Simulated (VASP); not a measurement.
The system is BeH2.

```xyz
3
Lattice="-1.1435 1.1435 3.6292 1.1435 -1.1435 3.6292 1.1435 1.1435 -3.6292" Properties=species:S:1:pos:R:3 pbc="T T T"
Be    0.0000    0.0000    0.0000
H     0.0000    0.0000    4.8625
H     0.0000    0.0000    2.3959
```

The cell was built by a generator and needn't be a form met in nature.

The cell isn't the ideal one: species swapped into the AlTc2 type (I4/mmm, No. 139).

```yaml
Program: VASP 6.6.1
Task: relaxation of cell and atoms
Functional: PBE
Potentials_or_basis: VASP PAW PBE potentials, release 64 (Be, H)
Cutoff: 600 eV
k_mesh: 10 × 10 × 10
Occupations: gaussian, width 0.1 eV
Spin: no spin polarisation
```

At the start: pressure -16.5 GPa; volume 6.33 Å³/atom.

Q: How do energy, volume and symmetry change on relaxing?

A: Over 14 steps the energy falls by 164.0 meV/atom and the volume is 6.18 Å³/atom (-2.3 %); space group I4/mmm (No. 139, to 0.05 Å).

Step by step:
| step | energy change (eV) | largest force (eV/Å) | pressure (GPa) | volume (Å³) |
| --- | --- | --- | --- | --- |
| 1 | 0.0000 | 1.1097 | -16.47 | 18.98 |
| 2 | -0.2559 | 0.8634 | -10.84 | 17.25 |
| 3 | -0.4048 | 0.2544 | 2.14 | 15.06 |
| 4 | -0.4047 | 0.2272 | 2.74 | 14.99 |
| 5 | -0.4234 | 0.1596 | 2.93 | 15.11 |
| 6 | -0.4559 | 0.0417 | 4.02 | 15.45 |
| 7 | -0.4589 | 0.1077 | 4.86 | 15.57 |
| 8 | -0.4756 | 0.1088 | 0.10 | 16.51 |
| 9 | -0.4757 | 0.1301 | -0.36 | 16.61 |
| 10 | -0.4794 | 0.0932 | -0.64 | 16.85 |
| 11 | -0.4831 | 0.0357 | -1.00 | 17.29 |
| 12 | -0.4853 | 0.0642 | -1.30 | 18.17 |
| 13 | -0.4880 | 0.0542 | -0.97 | 18.27 |
| 14 | -0.4921 | 0.0260 | 0.10 | 18.54 |

Final structure:
```xyz
3
Lattice="-1.0563 1.0563 4.1534 1.0563 -1.0563 4.1534 1.0563 1.0563 -4.1534" Properties=species:S:1:pos:R:3 pbc="T T T"
Be    0.0000    0.0000    0.0000
H     1.0563    1.0563    0.9961
H     0.0000    0.0000    3.1573
```

Caveat: the k mesh is coarse (spacing up to 0.39 Å⁻¹), so the values aren't converged.
